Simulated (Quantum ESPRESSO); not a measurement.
PbSe:

```
Pb Se
1.0
     3.78432    0.00000    0.00000
     0.00000    3.78432    0.00000
     0.00000    0.00000    3.78432
Pb Se
1 1
Direct
  0.00000 0.00000 0.00000
  0.50000 0.50000 0.50000
```

Measurements of this composition are mostly on another form, of space group No. 225.

* Program: Quantum ESPRESSO 7.5
* Task: single point
* Functional: PBE
* Potentials or basis: SSSP 1.3 efficiency PBE
* Cutoff: 748 eV
* Density cutoff: 5987 eV
* k mesh: 7 × 7 × 7
* Occupations: fermi-dirac, width 0.05 eV
* Spin: no spin polarisation

On this cell: pressure -0.2 GPa; largest force zero by symmetry; band gap on the k mesh none (metal or under the smearing width).

The same run follows on a disturbed copy (atoms moved at random, drawn with an rms of 0.05 Å):

```
CELL_PARAMETERS angstrom
3.78432 0.00000 0.00000
0.00000 3.78432 0.00000
0.00000 0.00000 3.78432
ATOMIC_POSITIONS crystal
Pb 0.01013 0.99205 0.99264
Se 0.50635 0.49382 0.50459
```

**Question.** What changes?

**Answer.** The energy (extrapolated to zero smearing) moves by -0.4 meV/atom; pressure -0.2 GPa; largest force 0.037 eV/Å; band gap on the k mesh none (metal or under the smearing width).

Forces in eV/Å, atoms in the order of the input:
```
Pb   0.011 -0.005 -0.035
Se  -0.011  0.005  0.035
```
